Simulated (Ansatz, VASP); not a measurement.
## Two plane-wave programs on BaS

```
CELL_PARAMETERS angstrom
5.40159 0.00000 0.00000
0.00000 5.40159 0.00000
0.00000 0.00000 3.87437
ATOMIC_POSITIONS crystal
Ba 0.50000 0.00000 0.40385
Ba 0.00000 0.50000 0.59615
S 0.00000 0.00000 0.00000
S 0.50000 0.50000 0.00000
```

Alike in both runs: functional PBEsol; k mesh 6 × 6 × 8; occupations gaussian, width 0.05 eV; no spin polarisation.

Ansatz relaxed the structure, and its values are those at the end. VASP's run is a single point on that final structure, the one shown.

|  | VASP | Ansatz |
| --- | --- | --- |
| version | VASP 6.6.1 | Ansatz 0.2.0 |
| potentials or method | VASP PAW PBE potentials, release 64 (Ba_sv, S) | scalar-relativistic, plane waves, PAW |
| plane-wave cutoff (eV) | 520 | 420 |
| valence electrons in the cell | 32 | 32 |

Ansatz gave:

* gap on the k mesh at the Fermi level (eV): 1.75
* least direct gap on the mesh (eV): 1.77
* pressure (GPa): -1.3
* rms of the force components (eV/Å): 0.000

Q: Which values does VASP return?

A: gap on the k mesh at the Fermi level (eV): 1.68; least direct gap on the mesh (eV): 1.68; pressure (GPa): -0.3; rms of the force components (eV/Å): 0.022.

Caveats: the PAW data sets were made with another functional, which shifts forces and pressure a little (VASP); spin-orbit coupling is left out, which moves the levels of the heavy elements. A k mesh can miss the band edges.
